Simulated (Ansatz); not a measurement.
**Strain response of TiSi2**

Level of theory: DFT PBEsol, scalar-relativistic, plane waves, PAW in Ansatz. (420 eV cutoff, 10×4×10 k-mesh, Gaussian smearing of 0.10 eV, no spin polarisation)

Reference structure (relaxed):

```
CELL_PARAMETERS angstrom
3.51705 0.00000 0.00000
0.00000 13.34825 0.00000
0.00000 0.00000 3.55562
ATOMIC_POSITIONS crystal
Ti 0.50000 0.60248 0.75000
Ti 0.00000 0.89752 0.25000
Ti 0.00000 0.10248 0.75000
Ti 0.50000 0.39752 0.25000
Si 0.50000 0.94001 0.75000
Si 0.00000 0.55999 0.25000
Si 0.00000 0.75028 0.75000
Si 0.50000 0.74972 0.25000
Si 0.00000 0.44001 0.75000
Si 0.50000 0.05999 0.25000
Si 0.50000 0.25028 0.75000
Si 0.00000 0.24972 0.25000
```

Deformation: uniaxial strain along c, with the lengths of a and b and the atoms relaxed and the angles held, all within the symmetry that the strain leaves. Energies are extrapolated to zero smearing. Stress is positive in compression, on the Cartesian axes of the cell above.

```tsv
strain (%)	ΔE (meV/atom)	a (Å)	b (Å)	c (Å)	σxx (GPa)	σyy (GPa)	σzz (GPa)
-6.0	45.0	3.608	13.485	3.342	0.00	0.00	16.80
-4.0	19.8	3.573	13.437	3.413	0.00	0.00	11.33
-2.0	?	?	?	3.485	?	?	?
+0.0	0.0	3.517	13.348	3.556	0.01	-0.01	-0.02
+2.0	4.8	3.494	13.303	3.627	0.00	0.00	-5.37
+4.0	18.3	3.472	13.262	3.698	-0.01	-0.01	-10.20
+6.0	?	?	?	3.769	?	?	?
```

Task: Fill in the row at -2.0 %.

Result: ΔE 4.8 meV/atom; a 3.543 Å; b 13.392 Å; σxx 0.00 GPa; σyy 0.00 GPa; σzz 5.58 GPa.

Task: Fill in the row at +6.0 %.

Result: ΔE 39.4 meV/atom; a 3.449 Å; b 13.223 Å; σxx 0.00 GPa; σyy 0.00 GPa; σzz -14.40 GPa.

This form isn't the usual stable structure of the compound.